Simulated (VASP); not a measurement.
# HfN (Fm-3m) in VASP: relaxation of cell and atoms with PBE

Aim: the relaxation of cell and atoms of HfN with PBE.

Everything below comes from runs of VASP 6.6.1. Logs are shortened: lines on timing, memory, paths and dates and some standing lists are left out, and cuts for length are marked.

### 1 The crystal as given

Symmetry: Fm-3m, No. 225, cubic system. The conventional cell has a = 4.512 Å, b = 4.512 Å, c = 4.512 Å, α = 90.00°, β = 90.00°, γ = 90.00°. Hf (site symmetry m-3m) has 6 N at 2.26 Å as nearest neighbours. N (site symmetry m-3m) has 6 Hf at 2.26 Å as nearest neighbours.

### 2 Relaxation of cell and atoms, PBE, target pressure 30 GPa, at which the enthalpy is minimised

Contents of INCAR:

```
SYSTEM = HfN
PREC = Accurate ; ENCUT = 600
EDIFF = 1E-6 ; ISMEAR = 1
SIGMA = 0.1 ; LREAL = .FALSE.
LASPH = .TRUE. ; NELM = 60
ALGO = Normal ; ISIF = 3
LWAVE = .FALSE. ; LCHARG = .FALSE.
GGA = PE ; IBRION = 2
NSW = 40 ; EDIFFG = -0.005
PSTRESS = 300 ; KPAR = 4
```

Contents of KPOINTS:

```
Automatic mesh
0
G
  15 15 15
  0 0 0
```

Contents of POSCAR:

```
HfN
1.0
    0.0000000000      2.2560000000      2.2560000000
    2.2560000000      0.0000000000      2.2560000000
    2.2560000000      2.2560000000      0.0000000000
Hf N
1 1
Direct
    0.0000000000      0.0000000000      0.0000000000
    0.5000000000      0.5000000000      0.5000000000
```

Potentials or basis: VASP PAW PBE potentials, release 64 (Hf_pv, N).

Launch:

```sh
$ cat potpaw_PBE.64/Hf_pv/POTCAR potpaw_PBE.64/N/POTCAR > POTCAR
$ mpirun -np 4 vasp_std > vasp.out
```

OUTCAR:

```text
SYSTEM = HfN
   PREC = Accurate
   ENCUT = 600
   EDIFF = 1E-6
   ISMEAR = 1
   LREAL = .FALSE.
   LASPH = .TRUE.
   NELM = 60
   ISIF = 3
   GGA = PE
   IBRION = 2
   NSW = 40
   EDIFFG = -0.005
   PSTRESS = 300

 ion  position               nearest neighbor table
   1  0.000  0.000  0.000-   2 2.26   2 2.26   2 2.26   2 2.26   2 2.26   2 2.26
   2  0.500  0.500  0.500-   1 2.26   1 2.26   1 2.26   1 2.26   1 2.26   1 2.26

  LATTYP: Found a face centered cubic cell.
 ALAT       =     4.5120000000

  Lattice vectors:

 A1 = (   0.0000000000,   2.2560000000,   2.2560000000)
 A2 = (   2.2560000000,   0.0000000000,   2.2560000000)
 A3 = (   2.2560000000,   2.2560000000,   0.0000000000)

Analysis of symmetry for initial positions (statically):
=====================================================================
 Subroutine PRICEL returns:
 Original cell was already a primitive cell.

 Routine SETGRP: Setting up the symmetry group for a
 face centered cubic supercell.

 Subroutine GETGRP returns: Found 48 space group operations
 (whereof 48 operations were pure point group operations)
 out of a pool of 48 trial point group operations.

The static configuration has the point symmetry O_h .

Analysis of symmetry for dynamics (positions and initial velocities):
=====================================================================
 Subroutine PRICEL returns:
 Original cell was already a primitive cell.

 Routine SETGRP: Setting up the symmetry group for a
 face centered cubic supercell.

 Subroutine GETGRP returns: Found 48 space group operations
 (whereof 48 operations were pure point group operations)
 out of a pool of 48 trial point group operations.

The dynamic configuration has the point symmetry O_h .

 Subroutine INISYM returns: Found 48 space group operations
 (whereof 48 operations are pure point group operations),
 and found     1 'primitive' translations

----------------------------------------------------------------------------------------

                                     Primitive cell

  volume of cell :      22.9640

  direct lattice vectors                    reciprocal lattice vectors
     0.000000000  2.256000000  2.256000000    -0.221631206  0.221631206  0.221631206
     2.256000000  0.000000000  2.256000000     0.221631206 -0.221631206  0.221631206
     2.256000000  2.256000000  0.000000000     0.221631206  0.221631206 -0.221631206

  length of vectors
     3.190465797  3.190465797  3.190465797     0.383876509  0.383876509  0.383876509

  position of ions in fractional coordinates (direct lattice)
     0.000000000  0.000000000  0.000000000
     0.500000000  0.500000000  0.500000000

[... 91 lines left out ...]
   ISMEAR =     1;   SIGMA  =   0.10  broadening in eV -4-tet -1-fermi 0-gaus
   EFERMI_NEDOS =   21; number of points for ismear=-14 and -15
   IALGO  =     38    algorithm
   IMIX   =      4    mixing-type and parameters
     AMIX     =   0.40;   BMIX     =  1.00
     AMIX_MAG =   1.60;   BMIX_MAG =  1.00
  volume/ion in A,a.u.               =      11.48        77.48
  Fermi-wavevector in a.u.,A,eV,Ry     =   1.420440  2.684242 27.451783  2.017649
  Thomas-Fermi vector in A             =   2.541355
   LORBIT       =      0    0 simple, 1 ext, 2 COOP (PROOUT), +10 PAW based schemes
   GGA     = PE    functional components
   LHFCALC =     F    Hartree Fock is set to
   AEXX    =    0.0000 exact exchange contribution
   IVDW    =     0    specifies the selected vdW correction
   LEPSILON=     F    determine dielectric tensor
   LRPA    =     F    only Hartree local field effects (RPA)
 conjugate gradient relaxation of ions
 non-spin polarized calculation
 Methfessel and Paxton  Order N= 1 SIGMA  =   0.10
  energy-cutoff  :      600.00
  volume of cell :       22.96
 maximum number of plane-waves:       785
 NGX is ok and might be reduce to    28
   NGX = 13   NGY = 13   NGZ = 13

--------------------------------------- Ionic step        1  -------------------------------------------

 number of electron      15.0000002 magnetization

 Free energy of the ion-electron system (eV)
  ---------------------------------------------------
  ext. energy  EPLUGINS =         0.00000000
  ---------------------------------------------------
  free energy    TOTEN  =       -21.75491376 eV

  energy without entropy =      -21.75507773  energy(sigma->0) =      -21.75496842

------------------------ aborting loop because EDIFF is reached ----------------------------------------

  FORCE on cell =-STRESS in cart. coord.  units (eV):
  Direction    XX          YY          ZZ          XY          YZ          ZX
  --------------------------------------------------------------------------------------
  -------------------------------------------------------------------------------------
  Total        0.5793993      0.5793993      0.5793993     -0.0000000     -0.0000000      0.0000000
  in kB       40.4241838     40.4241838     40.4241838     -0.0000000     -0.0000000      0.0000000
  external PRESSURE =    -259.5758162 kB  Pullay stress =     300.0000000 kB
[... 25 lines left out ...]
--------------------------------------- Ionic step        2  -------------------------------------------

 number of electron      14.9999999 magnetization

 E-fermi :  11.1704     XC(G=0): -14.3061

 val. band max:       11.1636455788   @ k =  -0.1333   0.0667   0.0000
 cond. band min:      11.1754475217   @ k =  -0.3333   0.4667   0.2000
 fundamental gap:      0.0118019429
 Fermi energy:        11.1704189470

 k-point     1 :       0.0000    0.0000    0.0000
  band No.  band energies     occupation
      1     -18.8378      2.00000
      2     -18.8378      2.00000
      3     -18.8378      2.00000
      4      -7.9928      2.00000
      5       7.8547      2.00000
      6       7.8547      2.00000
      7       7.8547      2.00000
      8      10.5343      2.00000
      9      10.5343      2.00000
     10      10.5343      2.00000
     11      13.8433      0.00000
[... 511 lines left out ...]
--------------------------------------- Ionic step        7  -------------------------------------------

 number of electron      14.9999999 magnetization

 Free energy of the ion-electron system (eV)
  ---------------------------------------------------
  ext. energy  EPLUGINS =         0.00000000
  ---------------------------------------------------
  free energy    TOTEN  =       -21.58426454 eV

  energy without entropy =      -21.58445226  energy(sigma->0) =      -21.58432711

 E-fermi :   9.1537     XC(G=0): -13.1615

 val. band max:        9.1186250957   @ k =   0.1333   0.0000   0.0000
 cond. band min:       9.1663587658   @ k =  -0.1333   0.0667   0.0000
 fundamental gap:      0.0477336701
 Fermi energy:         9.1536711167

 k-point     1 :       0.0000    0.0000    0.0000
  band No.  band energies     occupation
      1     -21.7088      2.00000
      2     -21.7088      2.00000
      3     -21.7088      2.00000
      4      -8.8708      2.00000
      5       5.9976      2.00000
      6       5.9976      2.00000
      7       5.9976      2.00000
      8       8.7227      2.00000
      9       8.7227      2.00000
     10       8.7227      2.00000
     11      11.2887      0.00000
[... 355 lines left out ...]
  energy  without entropy=      -21.5844522592  energy(sigma->0) =      -21.58432711

  enthalpy is  TOTEN    =       -17.6011524254 eV   P V=        3.9831121163

 reached required accuracy - stopping structural energy minimisation
```

Wall time 50 s (4 MPI ranks of AMD EPYC 7R13 (Zen 3), shared host); peak memory 0.17 GiB.

Results:

- Free energy: -21.5843 eV
- Relaxed volume: 10.64 Å³/atom
- Relaxed cell: a = 3.110 Å, b = 3.110 Å, c = 3.110 Å, α = 60.00°, β = 60.00°, γ = 60.00°
- Space group after relaxing (to 0.05 Å): Fm-3m (No. 225)
- Energy change on relaxing (the enthalpy is what falls): +85.3 meV/atom
- Ionic steps: 7
- Pressure after relaxing: 30.0 GPa
- Band gap on the k mesh: none (metal or under the smearing width)

Step by step:
| step | energy change (eV) | largest force (eV/Å) | pressure (GPa) | volume (Å³) |
| --- | --- | --- | --- | --- |
| 1 | 0.0000 | 0.0000 | 4.04 | 22.96 |
| 2 | 2.1792 | 0.0000 | 152.12 | 17.32 |
| 3 | 0.1475 | 0.0000 | 27.63 | 21.40 |
| 4 | 0.1657 | 0.0000 | 29.49 | 21.30 |
| 5 | 0.1717 | 0.0000 | 30.11 | 21.27 |
| 6 | 0.1681 | 0.0000 | 29.73 | 21.29 |
| 7 | 0.1706 | 0.0000 | 29.99 | 21.27 |

Final structure:
```xyz
2
Lattice="0.0000 2.1992 2.1992 2.1992 0.0000 2.1992 2.1992 2.1992 0.0000" Properties=species:S:1:pos:R:3 pbc="T T T"
Hf    0.0000    0.0000    0.0000
N     2.1992    2.1992    2.1992
```

Caveat: the cell is relaxed towards a set pressure, so the enthalpy falls and the energy may rise.
